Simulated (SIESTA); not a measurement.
Runs of SIESTA 5.4.2 on GaSb. It takes space group F-43m (No. 216, cubic). Conventional cell: a = 6.118 Å, b = 6.118 Å, c = 6.118 Å, α = 90.00°, β = 90.00°, γ = 90.00°. Sb (site symmetry -43m) has 4 Ga at 2.65 Å as nearest neighbours. Ga (site symmetry -43m) is surrounded by 4 Sb at 2.65 Å. 

```tsv
task	level	potentials or basis	cell	force tolerance	gap on the mesh (eV)	pressure (GPa)
band structure	BLYP	PseudoDojo 0.4 standard (PBE files), DZP (energy shift 0.002 Ry; radii capped at 9.5 bohr)	as given	-	none	6.3
band structure	RPBE	PseudoDojo 0.4 standard (PBE files), DZP (energy shift 0.002 Ry; radii capped at 9.5 bohr)	as given	-	0.21	5.1
band structure	LDA	PseudoDojo 0.4 standard (LDA files), DZP (energy shift 0.002 Ry; radii capped at 9.5 bohr)	as given	-	none	(b)
band structure	PBE	PseudoDojo 0.4 standard (PBE files), SZ (energy shift 0.002 Ry; radii capped at 9.5 bohr)	as given	-	(a)	5.9
relaxation of cell and atoms	PBE	PseudoDojo 0.4 standard (PBE files), SZ (energy shift 0.002 Ry; radii capped at 9.5 bohr)	relaxed	0.02 eV/Å	none	0.0
```

Alike in all rows: no spin polarisation; k mesh 8 × 8 × 8; smearing fermi-dirac 0.05 eV; grid cutoff 800 Ry; energy shift 0.002 Ry.

**Question.** Fill in the values left out.

**Answer.** (a) 0.18; (b) -0.8.

Caveats: the basis of atomic orbitals isn't converged, which shifts pressures, moduli and gaps; spin-orbit coupling is left out, which moves the levels of the heavy elements (some runs); semicore shells carry a single zeta, which can move pressures by several GPa and volumes by a few percent (some runs); the potentials were made for another functional, which shifts forces and pressure (some runs); the basis has no polarisation orbitals (some runs).

A k mesh can miss the band edges, and the runs leave out spin-orbit coupling on Ga, Sb.

A gap of «none» marks a metal or a gap under the smearing width.
